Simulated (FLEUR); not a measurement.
# CdTe (F-43m) in FLEUR: notebook

Runs on CdTe. Level: PBE. Tasks: single point.

Everything below comes from runs of FLEUR MaX-R8.1 (later development tree). Logs are shortened: lines on timing, memory, paths and dates and some standing lists are left out, and cuts for length are marked.

**Measured values to compare with.**

A printed reference work, data compilation reports, for a bulk crystal of CdTe at 0 K: band gap 1.607 eV.

The results are compared with them further down.

### Step 1. The structure

The structure is cubic, space group F-43m (No. 216). Conventional cell: a = 6.410 Å, b = 6.410 Å, c = 6.410 Å, α = 90.00°, β = 90.00°, γ = 90.00°. Te (site symmetry -43m) has 4 Cd at 2.78 Å as nearest neighbours. Cd (site symmetry -43m) is surrounded by 4 Te at 2.78 Å.

### Step 2. Single point, PBE

Contents of inp.xml:

```xml
<?xml version="1.0" encoding="UTF-8" standalone="no"?>
<fleurInput fleurInputVersion="0.39">
   <comment>
      CdTe                                                                                                
   </comment>
   <calculationSetup>
      <cutoffs Kmax="3.8" Gmax="11.8" GmaxXC="11.8" numbands="0"/>
      <scfLoop itmax="60" minDistance="0.00001" maxIterBroyd="15" imix="Anderson" alpha="0.05" precondParam="0.0" spinf="2.0" sdNocoIR="T"/>
      <coreElectrons ctail="T" frcor="F" kcrel="0" coretail_lmax="0"/>
      <xcFunctional name="pbe" relativisticCorrections="F"/>
      <magnetism jspins="1"/>
      <soc l_soc="F" theta="0.0" phi="0.0" spav="F"/>
      <expertModes spex="0" secvar="F"/>
      <geometryOptimization l_f="T" forcealpha="1.0" forcemix="BFGS" epsdisp="0.0005" epsforce="0.0002"/>
      <ldaU l_linMix="F" mixParam="0.05" spinf="1.0"/>
   </calculationSetup>
   <cell>
      <bzIntegration valenceElectrons="42.0" mode="hist" fermiSmearingEnergy="0.00183747">
         <kPointListSelection listName="default-1"/>
         <!-- k-points included here -->
         <xi:include xmlns:xi="http://www.w3.org/2001/XInclude" href="kpts.xml"> </xi:include>
      </bzIntegration>
      <!-- symmetry operations included here -->
      <xi:include xmlns:xi="http://www.w3.org/2001/XInclude" href="sym.xml"> </xi:include>
      <bulkLattice scale="1.0">
         <bravaisMatrix>
            <row-1>    0.0000000000000000     6.0565722293429998     6.0565722293429998</row-1>
            <row-2>    6.0565722293429998     0.0000000000000000     6.0565722293429998</row-2>
            <row-3>    6.0565722293429998     6.0565722293429998     0.0000000000000000</row-3>
         </bravaisMatrix>
      </bulkLattice>
   </cell>
   <atomSpecies>
      <species name="Tellurium (Te)" element="Te" atomicNumber="52">
         <mtSphere radius="2.23" gridPoints="761" logIncrement="0.017"/>
         <atomicCutoffs lmax="9" lnonsphr="7"/>
         <electronConfig flipSpins="F">
            <coreConfig>(1s1/2) (2s1/2) (2p1/2) (2p3/2) (3s1/2) (3p1/2) (3p3/2) (4s1/2) (3d3/2) (3d5/2)</coreConfig>
            <valenceConfig>(4p1/2) (4p3/2) (5s1/2) (4d3/2) (4d5/2) (5p1/2) (5p3/2)</valenceConfig>
            <stateOccupation state="(5p1/2)" spinUp="0.666667" spinDown="0.666667"/>
            <stateOccupation state="(5p3/2)" spinUp="1.333333" spinDown="1.333333"/>
         </electronConfig>
         <energyParameters s="5" p="5" d="5" f="4"/>
         <lo type="SCLO" l="1" n="4" eDeriv="0"/>
         <lo type="SCLO" l="1" n="4" eDeriv="1"/>
         <lo type="SCLO" l="2" n="4" eDeriv="0"/>
         <lo type="SCLO" l="2" n="4" eDeriv="1"/>
         <lo type="SCLO" l="0" n="5" eDeriv="2"/>
         <lo type="SCLO" l="3" n="4" eDeriv="2"/>
      </species>
      <species name="Cadmium (Cd)" element="Cd" atomicNumber="48">
         <mtSphere radius="2.48" gridPoints="847" logIncrement="0.015"/>
         <atomicCutoffs lmax="10" lnonsphr="8"/>
         <electronConfig flipSpins="F">
            <coreConfig>(1s1/2) (2s1/2) (2p1/2) (2p3/2) (3s1/2) (3p1/2) (3p3/2) (3d3/2) (3d5/2)</coreConfig>
            <valenceConfig>(4s1/2) (4p1/2) (4p3/2) (5s1/2) (4d3/2) (4d5/2)</valenceConfig>
         </electronConfig>
         <energyParameters s="5" p="5" d="4" f="4"/>
         <lo type="SCLO" l="0" n="4" eDeriv="0"/>
         <lo type="SCLO" l="1" n="4" eDeriv="0"/>
         <lo type="SCLO" l="1" n="4" eDeriv="1"/>
         <lo type="SCLO" l="2" n="4" eDeriv="2"/>
         <lo type="SCLO" l="3" n="4" eDeriv="2"/>
      </species>
   </atomSpecies>
   <atomGroups>
      <atomGroup species="Tellurium (Te)">
         <relPos label="                   1">-1.000/4.000 -1.000/4.000 -1.000/4.000</relPos>
         <force calculate="T" relaxXYZ="TTT"/>
      </atomGroup>
      <atomGroup species="Cadmium (Cd)">
         <relPos label="                   2">.0000000000 .0000000000 .0000000000</relPos>
         <force calculate="T" relaxXYZ="TTT"/>
      </atomGroup>
   </atomGroups>
   <output dos="F" band="F" slice="F">
      <checks vchk="F" cdinf="F"/>
      <bandDOS minEnergy="-.5*Htr" maxEnergy="0.5*Htr" sigma="0.015" storeEVData="T"/>
      <vacuumDOS vacdos="F" integ="F" star="F" nstars="0" locx1="0.0" locy1="0.0" locx2="0.0" locy2="0.0" nstm="0" tworkf="0.0"/>
      <unfoldingBand unfoldBand="F" supercellX="1" supercellY="1" supercellZ="1"/>
      <plotting iplot="0" polar="F">
         <plot TwoD="T" vec1="  1.0  0.0  0.0" vec2="  0.0  1.0  0.0" vec3="  0.0  0.0  1.0" zero="  0.0  0.0  0.0" file="plot"/>
      </plotting>
      <chargeDensitySlicing numkpt="0" minEigenval="0.0" maxEigenval="0.0" nnne="0" pallst="F"/>
      <specialOutput eonly="F"/>
      <moessbauerParams electricFieldGradient="T" isomerShift="T" coreHyperfine="T" valenceHyperfine="T"/>
      <magneticCircularDichroism mcd="F" energyLo="-10.0" energyUp="0.0"/>
   </output>
  <!-- We include the file relax.xml here to enable relaxations (see documentation) -->
  <xi:include xmlns:xi="http://www.w3.org/2001/XInclude" href="relax.xml"> <xi:fallback/> </xi:include>
</fleurInput>
```

Contents of crystal.txt:

```
CdTe
&input cartesian=F /
0.0000000000  3.2050000000  3.2050000000
3.2050000000  0.0000000000  3.2050000000
3.2050000000  3.2050000000  0.0000000000
1.8897261246
1.0 1.0 1.0

2
52 0.7500000000  0.7500000000  0.7500000000
48 0.0000000000  0.0000000000  0.0000000000

&kpt div1=7 div2=7 div3=7 gamma=T /
```

Potentials or basis: all-electron, FLAPW.

Command:

```bash
inpgen -f crystal.txt -profile fastHighL
# inp.xml edited to the form shown
fleur_MPI
```

Standard output:

```text
Welcome to FLEUR        (www.flapw.de)
      MaX-Release 8.1          (www.max-centre.eu)

 ========== k-point set info ==========
 Selected k-point list: default-1
 k-point list type: mesh
 7 x 7 x 7
 Number of k points: 20

 ------------Calculation Setup---------------------------
 Number of MPI-tasks      :            1
 Number of PE/node        :            1
 Number of OMP-threads    :            1
 Most efficient MPI parallelization for:
           1           2           4           5          10          20
 Additional eigenvalue parallelization possible
 Number of basis functions:          508
 Approximate size of matrices (H+S) per k-point:         0.008 GB
 --------------------------------------------------------
 Iteration:     1   Distance:       5.52779956 me/bohr^3
 Iteration:     2   Distance:       5.10434114 me/bohr^3
 Iteration:     3   Distance:       3.07481877 me/bohr^3
 Iteration:     4   Distance:       0.94840618 me/bohr^3
 Iteration:     5   Distance:       0.70107889 me/bohr^3
 Iteration:     6   Distance:       0.14538248 me/bohr^3
 Iteration:     7   Distance:       0.09306937 me/bohr^3
 Iteration:     8   Distance:       0.03814333 me/bohr^3
 Iteration:     9   Distance:       0.00585391 me/bohr^3
 Iteration:    10   Distance:       0.00429375 me/bohr^3
 Iteration:    11   Distance:       0.00042532 me/bohr^3
 Iteration:    12   Distance:       0.00038353 me/bohr^3
 Iteration:    13   Distance:       0.00003413 me/bohr^3
 Iteration:    14   Distance:       0.00001229 me/bohr^3
 Iteration:    15   Distance:       0.00000674 me/bohr^3

 ********************************************************************
 Run finished successfully
 Stop message:
   Structural relaxation: Done
 ********************************************************************
```

out.xml (last iteration):

```text
<iteration numberForCurrentRun="   16" overallNumber="   16">
         <energyParameters units="Htr">
            <atomicEP atomType="1" spin="1" branch="5s" branchLowest="-5.67" branchHighest="0.88" value="-0.3141278088"/>
            <atomicEP atomType="1" spin="1" branch="5p" branchLowest="-3.83" branchHighest="1.70" value="-0.0820243481"/>
            <atomicEP atomType="1" spin="1" branch="5d" branchLowest="-1.11" branchHighest="3.11" value="0.1175205028"/>
            <atomicEP atomType="1" spin="1" branch="4f" branchLowest="-9.99" branchHighest="1.73" value="0.2696626070"/>
            <loAtomicEP atomType="1" spin="1" branch="4p" branchLowest="-29.15" branchHighest="-3.83" value="-3.8463901263"/>
            <loAtomicEP atomType="1" spin="1" branch="4p" branchLowest="-29.15" branchHighest="-3.83" value="-3.8463901263"/>
            <loAtomicEP atomType="1" spin="1" branch="4d" branchLowest="-20.20" branchHighest="-1.11" value="-1.1625579002"/>
            <loAtomicEP atomType="1" spin="1" branch="4d" branchLowest="-20.20" branchHighest="-1.11" value="-1.1625579002"/>
            <loAtomicEP atomType="1" spin="1" branch="5s" branchLowest="-5.67" branchHighest="0.88" value="-0.3141278088"/>
            <loAtomicEP atomType="1" spin="1" branch="4f" branchLowest="-9.99" branchHighest="1.73" value="0.2696651745"/>
            <atomicEP atomType="2" spin="1" branch="5s" branchLowest="-3.59" branchHighest="1.25" value="0.0207044023"/>
            <atomicEP atomType="2" spin="1" branch="5p" branchLowest="-2.15" branchHighest="1.92" value="0.1802576935"/>
            <atomicEP atomType="2" spin="1" branch="4d" branchLowest="-14.15" branchHighest="-0.03" value="-0.1283573114"/>
            <atomicEP atomType="2" spin="1" branch="4f" branchLowest="-9.99" branchHighest="2.09" value="0.4955229642"/>
            <loAtomicEP atomType="2" spin="1" branch="4s" branchLowest="-26.65" branchHighest="-3.59" value="-3.5926324817"/>
            <loAtomicEP atomType="2" spin="1" branch="4p" branchLowest="-21.77" branchHighest="-2.15" value="-2.1675865148"/>
            <loAtomicEP atomType="2" spin="1" branch="4p" branchLowest="-21.77" branchHighest="-2.15" value="-2.1675865148"/>
            <loAtomicEP atomType="2" spin="1" branch="4d" branchLowest="-14.15" branchHighest="-0.03" value="-0.1367168712"/>
            <loAtomicEP atomType="2" spin="1" branch="4f" branchLowest="-9.99" branchHighest="2.09" value="0.4955253911"/>
         </energyParameters>
         <eigenvalues>
            <eigenvaluesAt spin="1" ikpt="1" k_x="0.00000000" k_y="0.00000000" k_z="0.00000000">
                      -3.8347655863       -3.8347655863       -3.8347655863       -3.5926276639       -2.1614681992
                      -2.1614681992       -2.1614681992       -1.1644007844       -1.1644007844       -1.1644007844
                      -1.1640605193       -1.1640605193       -0.2549394608       -0.1454607840       -0.1454607840
                      -0.1454607840       -0.1349244345       -0.1349244345        0.1629105424        0.1629105424
                       0.1629105424        0.1948669030        0.3317174574        0.3317174574        0.3317174574
                       0.4386252381        0.5132965360        0.5132965360        0.5330321040        0.5330321040
[... 78 lines left out ...]
            <coreIsomerShift atomType="2" isTotal="161534.02280">
               <shell n="1" l="0" isomerShift="141645.75803"/>
               <shell n="2" l="0" isomerShift="16340.76564"/>
               <shell n="2" l="1" isomerShift="358.47930"/>
               <shell n="3" l="0" isomerShift="3115.57470"/>
               <shell n="3" l="1" isomerShift="73.44512"/>
               <shell n="3" l="2" isomerShift="0.00001"/>
            </coreIsomerShift>
            <isomerShift atomType="1" nucleusRadius="0.0001189" averageDensity="232292.47078"/>
            <isomerShift atomType="2" nucleusRadius="0.0001140" averageDensity="162160.95599"/>
            <electricFieldGradient atomType="1" VXX="0.00000" VYY="0.00000" VZZ="0.00000" asymParam="0.00000">
            </electricFieldGradient>
            <electricFieldGradient atomType="2" VXX="0.00000" VYY="0.00000" VZZ="0.00000" asymParam="0.00000">
            </electricFieldGradient>
         </moessbauerParams>
         <totalEnergy                                    value="   -12392.8915557993" units="Htr">
            <sumOfEigenvalues                            value="    -7490.9486579880">
               <coreElectrons value="-7434.7810772650"/>
               <valenceElectrons value="-56.1675807230"/>
            </sumOfEigenvalues>
            <densityCoulombPotentialIntegral value="-20113.1584727133"/>
            <densityEffectivePotentialIntegral value="-20545.0679829917"/>
            <chargeDenXCDenIntegral value="-330.9598118599"/>
            <FockExchangeEnergyValence value="0.0000000000"/>
            <FockExchangeEnergyCore value="0.0000000000"/>
            <atomTypeDependentContributions atomType="1">
               <electronNucleiInteractionDifferentMTs value="8227.5515481371"/>
               <MadelungTerm value="-36.5513197928"/>
            </atomTypeDependentContributions>
            <atomTypeDependentContributions atomType="2">
               <electronNucleiInteractionDifferentMTs value="6776.7119735649"/>
               <MadelungTerm value="-18.6569910917"/>
            </atomTypeDependentContributions>
            <tkbTimesEntropy value="0.0000000000"/>
            <freeEnergy value="-12392.8915557993"/>
            <extrapolationTo0K value="-12392.8915557993"/>
         </totalEnergy>
         <totalForcesOnRepresentativeAtoms units="Htr/bohr">
            <forceTotal atomType="1" x="-3.028286" y="-3.028286" z="-3.028286" F_x="0.00000000" F_y="0.00000000" F_z="0.00000000"/>
            <forceTotal atomType="2" x="0.000000" y="0.000000" z="0.000000" F_x="0.00000000" F_y="0.00000000" F_z="0.00000000"/>
         </totalForcesOnRepresentativeAtoms>
      </iteration>
```

Wall time 76 s (1 thread of Arm Neoverse V1, shared host); peak memory 0.08 GiB.

Results:

```
Free energy                                           : -337227.7588 eV
Band gap on the k mesh                                : 0.87 eV, direct
Valence electrons inside the program's atomic spheres : Te 18.83; Cd 18.43 (radii Te 2.23, Cd 2.48 bohr)
```

Core levels (eV from the Fermi level):
```csv
atom,levels
1 Te,"1s1/2 -31602.2, 2s1/2 -4840.2, 2p1/2 -4534.5, 2p3/2 -4260.0, 3s1/2 -959.0, 3p1/2 -833.3, 3p3/2 -782.1, 4s1/2 -158.8, 3d3/2 -560.5, 3d5/2 -549.8"
2 Cd,"1s1/2 -26506.2, 2s1/2 -3931.0, 2p1/2 -3659.2, 2p3/2 -3466.7, 3s1/2 -729.7, 3p1/2 -620.8, 3p3/2 -586.4, 3d3/2 -393.8, 3d5/2 -386.8"
```

Caveat: spin-orbit coupling is left out, which moves the levels of the heavy elements.

### Step 3. Single point, PBE (atoms moved at random, drawn with an rms of 0.05 Å)

inp.xml, as its differences from that of step 2:

```diff
@@ -34,3 +34,3 @@
       <species name="Tellurium (Te)" element="Te" atomicNumber="52">
-         <mtSphere radius="2.23" gridPoints="761" logIncrement="0.017"/>
+         <mtSphere radius="2.23" gridPoints="751" logIncrement="0.017"/>
          <atomicCutoffs lmax="9" lnonsphr="7"/>
@@ -51,3 +51,3 @@
       <species name="Cadmium (Cd)" element="Cd" atomicNumber="48">
-         <mtSphere radius="2.48" gridPoints="847" logIncrement="0.015"/>
+         <mtSphere radius="2.48" gridPoints="833" logIncrement="0.015"/>
          <atomicCutoffs lmax="10" lnonsphr="8"/>
@@ -67,3 +67,3 @@
       <atomGroup species="Tellurium (Te)">
-         <relPos label="                   1">-1.000/4.000 -1.000/4.000 -1.000/4.000</relPos>
+         <relPos label="                   1">-.2569930000 -.2589330000 -.2489410000</relPos>
          <force calculate="T" relaxXYZ="TTT"/>
@@ -71,3 +71,3 @@
       <atomGroup species="Cadmium (Cd)">
-         <relPos label="                   2">.0000000000 .0000000000 .0000000000</relPos>
+         <relPos label="                   2">.0049460000 .0017800000 -.0076110000</relPos>
          <force calculate="T" relaxXYZ="TTT"/>
```

crystal.txt, as its differences from that of step 2:

```diff
@@ -9,4 +9,4 @@
 2
-52 0.7500000000  0.7500000000  0.7500000000
-48 0.0000000000  0.0000000000  0.0000000000
+52 0.7430070000  0.7410670000  0.7510590000
+48 0.0049460000  0.0017800000  -0.0076110000
```

Potentials or basis: all-electron, FLAPW.

Command:

```bash
inpgen -f crystal.txt -profile fastHighL
# inp.xml edited to the form shown
fleur_MPI
```

Standard output:

```text
Welcome to FLEUR        (www.flapw.de)
      MaX-Release 8.1          (www.max-centre.eu)

 ========== k-point set info ==========
 Selected k-point list: default-1
 k-point list type: mesh
 7 x 7 x 7
 Number of k points: 172

 ------------Calculation Setup---------------------------
 Number of MPI-tasks      :            1
 Number of PE/node        :            1
 Number of OMP-threads    :            1
 Most efficient MPI parallelization for:
           1           2           4          43          86         172
 Additional eigenvalue parallelization possible
 Number of basis functions:          508
 Approximate size of matrices (H+S) per k-point:         0.008 GB
 --------------------------------------------------------
 Iteration:     1   Distance:       5.55009805 me/bohr^3
 Iteration:     2   Distance:       5.12724919 me/bohr^3
 Iteration:     3   Distance:       3.10280119 me/bohr^3
 Iteration:     4   Distance:       0.96018385 me/bohr^3
 Iteration:     5   Distance:       0.71005905 me/bohr^3
 Iteration:     6   Distance:       0.14724413 me/bohr^3
 Iteration:     7   Distance:       0.09546129 me/bohr^3
 Iteration:     8   Distance:       0.03822505 me/bohr^3
 Iteration:     9   Distance:       0.00628109 me/bohr^3
 Iteration:    10   Distance:       0.00437013 me/bohr^3
 Iteration:    11   Distance:       0.00070904 me/bohr^3
 Iteration:    12   Distance:       0.00064961 me/bohr^3
 Iteration:    13   Distance:       0.00020051 me/bohr^3
 Iteration:    14   Distance:       0.00003980 me/bohr^3
 Iteration:    15   Distance:       0.00002953 me/bohr^3
 Iteration:    16   Distance:       0.00002692 me/bohr^3
 Iteration:    17   Distance:       0.00001128 me/bohr^3
 Iteration:    18   Distance:       0.00000396 me/bohr^3
 Reset of history

 ********************************************************************
 Run finished successfully
 Stop message:
   Structural relaxation: new displacements generated
 ********************************************************************
```

Wall time 18 min (1 thread of Arm Neoverse V1, shared host); peak memory 0.24 GiB.

What came out:

| Quantity | Value |
| --- | --- |
| Free energy | -337227.7447 eV |
| Largest force | 0.383 eV/Å |
| Band gap on the k mesh | 0.82 eV, direct |
| Valence electrons inside the program's atomic spheres | Te 18.83; Cd 18.43 (radii Te 2.23, Cd 2.48 bohr) |

Forces in eV/Å, atoms in the order of the input:
```
Te   0.021  0.047  0.379
Cd  -0.021 -0.047 -0.379
```

Levels at points of the mesh, in eV from the valence-band top:
```tsv
k point	band 19	band 20	band 21	band 22	band 23	band 24
(0.00, 0.00, 0.00)	-0.11	-0.05	0.00	0.82	4.50	4.54
```

Core levels (eV from the Fermi level):
```csv
atom,levels
1 Te,"1s1/2 -31602.2, 2s1/2 -4840.3, 2p1/2 -4534.5, 2p3/2 -4260.0, 3s1/2 -959.0, 3p1/2 -833.3, 3p3/2 -782.2, 4s1/2 -158.8, 3d3/2 -560.6, 3d5/2 -549.9"
2 Cd,"1s1/2 -26506.3, 2s1/2 -3931.1, 2p1/2 -3659.3, 2p3/2 -3466.8, 3s1/2 -729.8, 3p1/2 -620.9, 3p3/2 -586.5, 3d3/2 -393.8, 3d5/2 -386.9"
```

Caveat: spin-orbit coupling is left out, which moves the levels of the heavy elements.

### Step 4. How close it comes

Step 2. Against the measured gap of CdTe, 1.607 eV (0 K; a printed reference work, data compilation), the calculated 0.87 eV is off by -0.74 eV. Spin-orbit coupling on Cd, Te is left out. The value is that of PBE, without temperature or zero-point motion. Semilocal functionals fall short of measured gaps as a rule.
